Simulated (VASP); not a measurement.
# Fe2Ge: single point with PBEsol

The system is Fe2Ge.

```
Fe Ge
1.0
     4.16363    0.00000    0.00000
    -2.08182    3.60581    0.00000
     0.00000    0.00000    2.62647
Fe Ge
2 1
Cartesian
  2.0818 1.2019 1.3132
  0.0000 2.4039 1.3132
  0.0000 0.0000 0.0000
```

The cell comes from a database or a generator and needn't be the stable form of this composition.

| Quantity | Value |
| --- | --- |
| Program | VASP 6.6.1 |
| Task | single point |
| Functional | PBEsol |
| Potentials or basis | VASP PAW PBE potentials, release 64 (Fe, Ge_d) |
| Cutoff | 520 eV |
| k mesh | 4 × 4 × 6 |
| Occupations | methfessel-paxton, width 0.1 eV |
| Spin | non-collinear spin, typed start, spin-orbit coupling |
| Starting moments | [[3.5, 0.0, 0.0], [3.5, 0.0, 0.0], [0.0, 0.0, 0.0]] μB |

| Quantity | Value |
| --- | --- |
| Pressure | -8.9 GPa |
| Net moment | 4.83 μB per cell |
| Valence electrons inside the program's atomic spheres | Fe 7.19; Ge 12.34 |

Stress tensor (GPa, compression positive):
```
-9.14  0.00  0.00
 0.00 -9.15  0.00
 0.00  0.00 -8.40
```

Moments on the atoms (μB; x, y, z):
```
Fe   2.40  0.00  0.00
Fe   2.40  0.00  0.00
Ge  -0.04  0.00  0.00
```

Wall time 2.9 min on 1 thread of AMD EPYC 9R14 (Zen 4), with other jobs on the host, peak memory 0.26 GiB.

Caveat: the k mesh is coarse (spacing up to 0.44 Å⁻¹), so the values aren't converged; the PAW data sets were made with another functional, which shifts forces and pressure a little.
